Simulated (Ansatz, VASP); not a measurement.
Two plane-wave programs on In2O3

File INCAR:

```
SYSTEM = In2O3
PREC = Accurate
ENCUT = 520
EDIFF = 1E-6
ISMEAR = 0
SIGMA = 0.05
LREAL = .FALSE.
LASPH = .TRUE.
NELM = 100
ALGO = Fast
ISIF = 2
LWAVE = .FALSE.
LCHARG = .TRUE.
GGA = PS
LELF = .TRUE.
LVHAR = .TRUE.
NBANDS = 55
```

Contents of KPOINTS:

```
regular mesh
0
G
  6 6 6
  0 0 0
```

File POSCAR:

```
In2O3
1.0
    2.8478500000      1.6442069641      4.6830333333
   -2.8478500000      1.6442069641      4.6830333333
    0.0000000000     -3.2884139282      4.6830333333
In O
4 6
Direct
    0.3574536553      0.3574536553      0.3574536553
    0.1425463447      0.1425463447      0.1425463447
    0.6425463447      0.6425463447      0.6425463447
    0.8574536553      0.8574536553      0.8574536553
    0.5458387896      0.9541612104      0.2500000000
    0.2500000000      0.5458387896      0.9541612104
    0.9541612104      0.2500000000      0.5458387896
    0.4541612104      0.0458387896      0.7500000000
    0.7500000000      0.4541612104      0.0458387896
    0.0458387896      0.7500000000      0.4541612104
```

Input for Ansatz:

```yaml
crystal:
  lattice:
    - [2.84785, 1.6442069641, 4.6830333333]
    - [-2.84785, 1.6442069641, 4.6830333333]
    - [0.0, -3.2884139282, 4.6830333333]
  atoms:
    - { symbol: In, position: [0.3574536553, 0.3574536553, 0.3574536553] }
    - { symbol: In, position: [0.1425463447, 0.1425463447, 0.1425463447] }
    - { symbol: In, position: [0.6425463447, 0.6425463447, 0.6425463447] }
    - { symbol: In, position: [0.8574536553, 0.8574536553, 0.8574536553] }
    - { symbol: O, position: [0.5458387896, 0.9541612104, 0.25] }
    - { symbol: O, position: [0.25, 0.5458387896, 0.9541612104] }
    - { symbol: O, position: [0.9541612104, 0.25, 0.5458387896] }
    - { symbol: O, position: [0.4541612104, 0.0458387896, 0.75] }
    - { symbol: O, position: [0.75, 0.4541612104, 0.0458387896] }
    - { symbol: O, position: [0.0458387896, 0.75, 0.4541612104] }
basis:
  ecutwfc: 520.0
kpoints:
  mp_grid: { grid: [6, 6, 6] }
hamiltonian:
  xc: pbesol
scf:
  occupations: { method: gaussian, width: 0.05 }
output:
  forces: true
  stress: true
  eigenvalues: true
```

Alike in both runs: task single point; functional PBEsol; k mesh 6 × 6 × 6; occupations gaussian, width 0.05 eV; no spin polarisation.

|  | VASP | Ansatz |
| --- | --- | --- |
| version | VASP 6.6.1 | Ansatz 0.2.0 |
| potentials or method | VASP PAW PBE potentials, release 64 (In_d, O) | scalar-relativistic, plane waves, PAW |
| plane-wave cutoff (eV) | 520 | 520 |
| valence electrons in the cell | 88 | 88 |

|  | VASP | Ansatz | Ansatz less VASP |
| --- | --- | --- | --- |
| gap on the k mesh at the Fermi level (eV) | 0.75 | 0.76 | +0.008 |
| least direct gap on the mesh (eV) | 0.95 | 0.96 | +0.008 |
| pressure (GPa) | -5.5 | -5.9 | -0.44 |
| largest component of the traceless stress (GPa) | 7.59 | 7.68 | +0.092 |
| rms of the force components (eV/Å) | 0.164 | 0.160 | -0.0044 |

Atom by atom the forces differ by 0.004 eV/Å (rms over components).

Caveats: the PAW data sets were made with another functional, which shifts forces and pressure a little (VASP); spin-orbit coupling is left out, which moves the levels of the heavy elements. A k mesh can miss the band edges. Expect the measured gap to be larger: semilocal functionals such as PBEsol lack the derivative discontinuity.
